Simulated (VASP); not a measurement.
AgI: single point with PBE

Crystal: AgI.

```
Ag I
1.0
     4.58000    0.00000    0.00000
    -2.29000    3.96640    0.00000
     0.00000    0.00000    7.51000
Ag I
2 2
Direct
  0.33333 0.66667 0.00000
  0.66667 0.33333 0.50000
  0.33333 0.66667 0.37500
  0.66667 0.33333 0.87500
```

```yaml
Program: VASP 6.6.1
Task: single point
Functional: PBE
Potentials_or_basis: VASP PAW PBE potentials, release 64 (Ag, I)
Cutoff: 520 eV
k_mesh: 6 × 6 × 4
Occupations: gaussian, width 0.1 eV
Spin: no spin polarisation
Dipole_correction: no
Further_INCAR_settings: ALGO = Fast; EDIFF = 1e-07; NBANDS = 26
```

| Property | Result |
| --- | --- |
| Pressure | 2.0 GPa |
| Largest force | 0.021 eV/Å |
| Band gap on the k mesh | 1.37 eV, direct |

Forces in eV/Å, atoms in the order of the input:
```
Ag   0.000  0.000  0.021
Ag   0.000  0.000  0.021
I    0.000  0.000 -0.021
I    0.000  0.000 -0.021
```

Stress tensor (GPa, compression positive):
```
2.00 0.00 0.00
0.00 2.00 0.00
0.00 0.00 1.85
```

Levels at points of the mesh, in eV from the valence-band top:
```tsv
k point	band 14	band 15	band 16	band 17	band 18	band 19	band 20	band 21	band 22	band 23
(0.00, 0.00, 0.00)	-0.71	-0.71	-0.08	0.00	0.00	1.37	2.64	5.75	5.75	5.87
(0.50, 0.00, 0.00)	-2.64	-2.22	-1.80	-1.05	-0.73	3.33	3.58	4.79	5.88	6.24
(0.00, 0.00, 0.50)	-1.71	-0.37	-0.37	-0.37	-0.37	2.66	2.66	5.62	5.62	6.05
(0.50, 0.00, 0.50)	-2.84	-1.26	-1.26	-1.26	-1.26	3.25	3.25	4.85	4.85	7.36
```

Wall time 86 s on 1 thread of Intel(R) Xeon(R) Platinum 8559C (Emerald Rapids), on a shared host, peak memory 0.28 GiB.

Caveat: spin-orbit coupling is left out, which moves the levels of the heavy elements.
